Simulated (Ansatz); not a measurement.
# Niobium, omega (AlB2-type) under revPBE: ground state and equation of state

The plan for niobium in the omega (AlB2-type) structure: relax it, solve it on a dense k-mesh, then scale the cell to 7 volumes from 88 to 112 % of the relaxed one and try a fit of the equation of state. Spin polarisation is left out. The k-meshes are 8×8×11 for the relaxation; 10×10×15 for the dense run; 9×9×13 for the volumes.

Computed with Ansatz 0.2.0 (DFT revPBE, plane waves (420 eV) with PAW, scalar-relativistic; the PAW data stem from PBE, with regenerated cores, unless a step says otherwise).

### Step 1. The starting structure

The structure is hexagonal, space group P6/mmm (No. 191). Conventional cell: a = 4.666 Å, b = 4.666 Å, c = 2.860 Å, α = 90.00°, β = 90.00°, γ = 120.00°. Around Nb (site symmetry 6/mmm) lie 14 Nb at 2.86 to 3.05 Å. Nb (site symmetry -6m2) has 11 Nb at 2.69 to 3.05 Å as nearest neighbours.

As a file:

```cif
data_structure
_symmetry_space_group_name_H-M 'P6/mmm'
_symmetry_Int_Tables_number 191
_cell_length_a 4.6659
_cell_length_b 4.6659
_cell_length_c 2.8602
_cell_angle_alpha 90.000
_cell_angle_beta 90.000
_cell_angle_gamma 120.000
_cell_volume 53.93
loop_
_atom_site_label
_atom_site_type_symbol
_atom_site_symmetry_multiplicity
_atom_site_Wyckoff_symbol
_atom_site_fract_x
_atom_site_fract_y
_atom_site_fract_z
_atom_site_occupancy
Nb1 Nb 1 a 0.00000 0.00000 0.00000 1
Nb2 Nb 2 d 0.33333 0.66667 0.50000 1
```

### Step 2. Relaxation of the cell

Contents of input.yaml:

```yaml
crystal:
  lattice:
    - [4.665877109, 0.0, 0.0]
    - [-2.3329385545, 4.0407681073, 0.0]
    - [0.0, 0.0, 2.8601826678]
  atoms:
    - { symbol: Nb, position: [0.0, 0.0, 0.0] }
    - { symbol: Nb, position: [0.3333333333, 0.6666666667, 0.5] }
    - { symbol: Nb, position: [0.6666666667, 0.3333333333, 0.5] }
hamiltonian:
  xc: revpbe
  pseudopotentials:
    kind: paw
    azcp:
      Nb: "pseudopotentials/Nb.paw.azcp"
basis:
  ecutwfc: 420
  fft_grid_basis: typed
kpoints:
  mp_grid: { grid: [8, 8, 11], shift: [0, 0, 0] }
magnetization:
  spin_polarized: false
scf:
  occupations: { method: fermi_dirac, width: 0.1 }
relax:
  max_steps: 60
  f_tol: 0.01
  cell: {}
```

The run is started by

```console
ansatz run input.yaml --threads 2 --pin off --max-ram 5120MiB --backend cpu --events-out ev --progress --plain --runs-dir out
```

Further steps of the session: Single point on a dense mesh; At 88 % of the relaxed volume; At 92 % of the relaxed volume; At 96 % of the relaxed volume; At 100 % of the relaxed volume; At 104 % of the relaxed volume; At 108 % of the relaxed volume; At 112 % of the relaxed volume.

Q: Predict the outcome of this session. Wanted: space group; conventional cell; volume; shortest distance; gap on the mesh; relative to bcc; V₀, B₀, B₀′.

As calculated:

| quantity | value |
| --- | --- |
| space group (spins left aside) | P6/mmm (No. 191) |
| conventional cell | a = 4.904 Å, c = 2.699 Å (c/a = 0.550) |
| volume | 18.734 Å³/atom |
| shortest distance | 2.699 Å |
| gap on the mesh | none (levels filled in part) |
| relative to bcc | +197 meV/atom |
| V₀, B₀, B₀′ | 18.713 Å³/atom, 159 GPa, 3.8 |

The relaxation enlarged the cell by 4.2 % in volume. It lies 197 meV/atom above the element's reference form at the same level (bcc, from a run of its own). No gap shows: it is a metal or semimetal at this level. B₀ comes out at 159 GPa; letting shape and positions relax at each volume could only lower it. The symmetry was held, so the structure may be unstable against distortions that break it.
